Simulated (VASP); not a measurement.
Input of a VASP 6.6.1 run:

The input INCAR:

```
PREC = Accurate ; ENCUT = 600
EDIFF = 1E-7 ; ISMEAR = 0
SIGMA = 0.02 ; LREAL = False
LASPH = True ; NELM = 100
ALGO = Normal ; ISIF = 3
LWAVE = False ; LCHARG = False
GGA = PE ; IBRION = 2
NSW = 100 ; EDIFFG = -0.005
```

The input KPOINTS:

```
regular mesh
0
Gamma
  10 10 10
```

File POSCAR:

```
Si
1.0
    0.0000000000      2.7135600000      2.7135600000
    2.7135600000      0.0000000000      2.7135600000
    2.7135600000      2.7135600000      0.0000000000
Si
2
Direct
    0.7500000000      0.7500000000      0.7500000000
    0.5000000000      0.5000000000      0.5000000000
```

Potentials or basis: VASP PAW PBE potentials, release 64 (Si).

Run with:

```bash
$ cat potpaw_PBE.64/Si/POTCAR > POTCAR
$ mpirun -np 1 vasp_std > vasp.out
```

Problem. Predict the relaxed cell.

Solution. a = 3.867 Å, b = 3.867 Å, c = 3.867 Å, α = 60.00°, β = 60.00°, γ = 60.00°.

Problem. Estimate the band gap on the k mesh.

Solution. 0.62 eV, indirect (least direct gap 2.56 eV).

The path:
| step | energy change (eV) | largest force (eV/Å) | pressure (GPa) | volume (Å³) |
| --- | --- | --- | --- | --- |
| 1 | 0.0000 | 0.0000 | 2.14 | 39.96 |
| 2 | -0.0033 | 0.0000 | -1.33 | 41.53 |
| 3 | -0.0060 | 0.0000 | 0.01 | 40.89 |

A k mesh can miss the band edges. PBE usually gives volumes a little too large and moduli too small.
